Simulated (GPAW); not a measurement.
Ge: equation of state with C09-vdW

**What was measured.**

From “Sub-monolayer structures of Ag overlayers on Ge(111): experimental observations and first-principles study”, 2019, arxiv:1908.00180, for a bulk crystal of Ge: bulk modulus 75.8 GPa.

Crystal: Ge.

```
Ge
1.0
     4.00068    0.00000    0.00000
     2.00034    3.46469    0.00000
     2.00034    1.15490    3.26654
Ge
2
Direct
  0.75000 0.75000 0.75000
  0.50000 0.50000 0.50000
```

```yaml
Program: GPAW 26.7.0
Task: equation of state
Functional: C09-vdW
Potentials_or_basis: GPAW PAW data sets (gpaw-data 1.2.1)
Cutoff: 600 eV
Basis: pw
k_mesh: 8 × 8 × 8
Occupations: fermi-dirac, width 0.05 eV
Spin: no spin polarisation
```

* Equilibrium volume: 23.15 Å³/atom
* Bulk modulus: 65 GPa
* Pressure derivative of the bulk modulus: 5.6

Energy against volume, from the lowest point:
| volume (Å³/atom) | energy (meV/atom) |
| --- | --- |
| 21.281 | 36.91 |
| 21.733 | 20.23 |
| 22.186 | 8.93 |
| 22.639 | 2.41 |
| 23.092 | 0.00 |
| 23.545 | 1.31 |
| 23.997 | 5.81 |

Run time: 37 s on 1 thread of Intel(R) Xeon(R) 6975P-C (Granite Rapids), on a shared host, peak memory 0.32 GiB.

Measured bulk modulus of Ge: 75.8 GPa (quoted in “Sub-monolayer structures of Ag overlayers on Ge(111): experimental observations and first-principles study”, 2019, arxiv:1908.00180). This calculation gives 65 GPa (-14.1 %). The fit is for a static lattice scaled at fixed shape and fixed fractional positions. The cell as given is a measured one (22.64 Å³/atom); C09-vdW puts the equilibrium volume +2.3 % from it, thermal expansion not counted.

Caveat: the PAW data sets were made with another functional, which shifts forces and pressure a little.
